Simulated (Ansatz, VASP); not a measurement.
# Two plane-wave programs on Pb

INCAR

```
ALGO = Normal
EDIFF = 1E-7
ENCUT = 520
GGA = PS
ISIF = 2
ISMEAR = -1
LASPH = True
LCHARG = False
LREAL = False
LWAVE = False
NBANDS = 21
NELM = 80
PREC = Accurate
SIGMA = 0.05
```

File KPOINTS:

```
k-points
0
Gamma
  9 9 5
```

The input POSCAR:

```
Pb
1.0
    3.5030470293      0.0000000000      0.0000000000
   -1.7515235146      3.0337277180      0.0000000000
    0.0000000000      0.0000000000      5.6270209464
Pb
2
Direct
    0.6666666667      0.3333333333      0.7500000000
    0.3333333333      0.6666666667      0.2500000000
```

The input input.yaml:

```yaml
crystal:
  lattice:
    - [3.5030470293, 0.0, 0.0]
    - [-1.7515235146, 3.033727718, 0.0]
    - [0.0, 0.0, 5.6270209464]
  atoms:
    - { symbol: Pb, position: [0.6666666667, 0.3333333333, 0.75] }
    - { symbol: Pb, position: [0.3333333333, 0.6666666667, 0.25] }
hamiltonian:
  xc: pbesol
  pseudopotentials: { kind: paw }
kpoints:
  mp_grid: { grid: [9, 9, 5] }
scf:
  occupations: { method: fermi_dirac, width: 0.05 }
output:
  forces: true
  stress: true
  eigenvalues: true
  write_density: true
  write_potential: true
  elf: true
  volumetric_format: npy
```

Change from the starting cell: volume scaled by 1.02.

Alike in both runs: task single point; functional PBEsol; k mesh 9 × 9 × 5; occupations fermi-dirac, width 0.05 eV; no spin polarisation.

```csv
,VASP,Ansatz
version,VASP 6.6.1,Ansatz 0.2.0
potentials or method,"VASP PAW PBE potentials, release 64 (Pb_d)",Ansatz PAW
plane-wave cutoff (eV),520,420
valence electrons in the cell,28,28
```

|  | VASP | Ansatz | Ansatz less VASP |
| --- | --- | --- | --- |
| gap on the k mesh at the Fermi level (eV) | none | none | - |
| pressure (GPa) | 0.0 | 0.1 | +0.07 |
| largest component of the traceless stress (GPa) | 2.22 | 2.24 | +0.019 |

A gap of «none» marks a metal or a gap that the smearing closes. With one functional, cell and mesh, what is left measures potentials, basis and numerics.

Caveats: the PAW data sets were made with another functional, which shifts forces and pressure a little (VASP); the PAW data sets come from PBE, with cores solved anew for the run's functional, which leaves a small shift of forces and pressure (Ansatz). The runs have no spin-orbit coupling, so splittings on Pb are missing.
